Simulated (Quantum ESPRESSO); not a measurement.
A calculation with Quantum ESPRESSO 7.5 of W2C (ASE script, Cartesian positions):

The input run.py:

```python
import numpy as np
from ase.calculators.espresso import Espresso, EspressoProfile
from ase.io import read

atoms = read('W2C.xyz')

input_data = {
    'control': {'calculation': 'scf', 'prefix': 'pwscf', 'outdir': './tmp', 'tprnfor': True, 'tstress': True, 'disk_io': 'nowf'},
    'system': {'ecutwfc': 55.0, 'ecutrho': 440.0, 'nbnd': 24, 'occupations': 'smearing', 'smearing': 'fd', 'degauss': 0.00367493},
    'electrons': {'conv_thr': 6e-10, 'electron_maxstep': 120, 'mixing_beta': 0.5},
}
pseudopotentials = {'C': 'C.pbe-n-kjpaw_psl.1.0.0.UPF', 'W': 'W_pbe_v1.2.uspp.F.UPF'}
profile = EspressoProfile(command='pw.x', pseudo_dir='pseudo')
atoms.calc = Espresso(profile=profile, input_data=input_data, pseudopotentials=pseudopotentials, kpts=(10, 10, 6), koffset=(0, 0, 0))

print(f'energy {atoms.get_potential_energy():.8f} eV')
print('forces (eV/A)')
print(np.round(atoms.get_forces(), 6))
print('stress (eV/A^3, Voigt)')
print(np.round(atoms.get_stress(), 8))
print(f'Fermi level {atoms.calc.get_fermi_level():.4f} eV')
```

File W2C.xyz:

```xyz
3
Lattice="3.0700456420 0.0000000000 0.0000000000 -1.5350228210 2.6587375167 0.0000000000 0.0000000000 0.0000000000 4.6784280000" Properties=species:S:1:pos:R:3 pbc="T T T"
W      1.5350228212      0.8862458388      1.1867721523
W     -0.0000000002      1.7724916779      3.4916558477
C      0.0000000000      0.0000000000      0.0000000000
```

Potentials or basis: SSSP 1.3 efficiency PBE.

Command:

```bash
$ OMP_NUM_THREADS=1 python run.py
```

The cell comes from a database or a generator and needn't be the stable form of this composition.

**Question.** Write the same calculation in another form: native input, structure typed inline.

**Answer.** As run:

Contents of pw.in:

```
&CONTROL
  calculation = 'scf'
  prefix = 'pwscf'
  outdir = './tmp'
  pseudo_dir = './pseudo'
  tprnfor = .true.
  tstress = .true.
  disk_io = 'low'
/
&SYSTEM
  ibrav = 0
  nat = 3
  ntyp = 2
  ecutwfc = 55
  ecutrho = 440
  nbnd = 24
  occupations = 'smearing'
  smearing = 'fd'
  degauss = 0.00367493
/
&ELECTRONS
  conv_thr = 6d-10
  electron_maxstep = 120
  mixing_beta = 0.5
/
ATOMIC_SPECIES
W    183.8400 W_pbe_v1.2.uspp.F.UPF
C     12.0110 C.pbe-n-kjpaw_psl.1.0.0.UPF
CELL_PARAMETERS angstrom
   3.0700456420    0.0000000000    0.0000000000
  -1.5350228210    2.6587375167    0.0000000000
   0.0000000000    0.0000000000    4.6784280000
ATOMIC_POSITIONS crystal
W      0.6666666667    0.3333333333    0.2536690000
W      0.3333333333    0.6666666667    0.7463310000
C      0.0000000000    0.0000000000    0.0000000000
K_POINTS automatic
10 10 6 0 0 0
```

The input pp_density.in:

```
&INPUTPP
  prefix = 'pwscf'
  outdir = './tmp'
  filplot = 'density.dat'
  plot_num = 0
/
&PLOT
  nfile = 1
  filepp(1) = 'density.dat'
  iflag = 3
  output_format = 6
  fileout = 'density.cube'
/
```

File pp_potential.in:

```
&INPUTPP
  prefix = 'pwscf'
  outdir = './tmp'
  filplot = 'potential.dat'
  plot_num = 11
/
&PLOT
  nfile = 1
  filepp(1) = 'potential.dat'
  iflag = 3
  output_format = 6
  fileout = 'potential.cube'
/
```

Potentials or basis: SSSP 1.3 efficiency PBE.

Launch:

```bash
$ OMP_NUM_THREADS=1 pw.x -in pw.in > pw.out
$ OMP_NUM_THREADS=1 pp.x -in pp_density.in > pp_density.out
$ OMP_NUM_THREADS=1 pp.x -in pp_potential.in > pp_potential.out
```

Both were run:

|  | ASE script, Cartesian positions | native input, structure typed inline |
| --- | --- | --- |
| Pressure | -1.3 GPa | -1.3 GPa |
| Largest force | 0.070 eV/Å | 0.070 eV/Å |
| Band gap on the k mesh | none (metal or under the smearing width) | none (metal or under the smearing width) |

Keys that steer only the numerical path or the files written may differ.
